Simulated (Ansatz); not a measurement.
## 91Zr nuclear quadrupole resonance in ZrSe2

Cell: a Materials Project structure (computed, not necessarily an observed phase), whose atoms a relaxation with r2SCAN at fixed cell left in place.

```
Zr Se
1.0
     3.81115    0.00000    0.00000
    -1.90558    3.30055    0.00000
     0.00000    0.00000    6.39991
Zr Se
1 2
Cartesian
  0.0000 0.0000 0.0000
  1.9056 1.1002 4.8376
  0.0000 2.2004 1.5623
```

Sites (sets of like atoms) are named by element and the number of their first atom in this list.

All values are calculated (Ansatz; DFT, r2SCAN, plane waves and PAW, scalar-relativistic, 500 eV cutoff, Γ-centred 10×10×5 k-points, Fermi–Dirac smearing 0.01 eV), not measured.

91Zr: I = 5/2, Q = -176.0 mb (year-2017 value). Static lattice, zero field.

(1) At which frequencies do the 91Zr NQR lines lie?

## Answers

(1) For I = 5/2 and η = 0 the lines are 3|C_Q|/20 and twice that; η pulls their ratio below 2.

```
site  atoms  V_zz (10²¹ V/m²)  C_Q (MHz)     η  line frequencies (MHz)
  Zr      1             -1.94       8.25  0.00              1.24, 2.48
```

An axis of threefold or higher order runs through Zr, so V_zz lies along it and η is zero.

Without spin–orbit coupling (the program notes it for Zr) the gradients can shift somewhat, as the gap is small.

The relaxation (2 steps) took 41 s of wall time (42 s of CPU time) and 0.7 GiB at its peak, on 1 thread of Arm Neoverse V2 (aarch64; 8 cores open to the job, memory cap 3.0 GiB, no GPU), a shared host with a load of 0.5 a core.
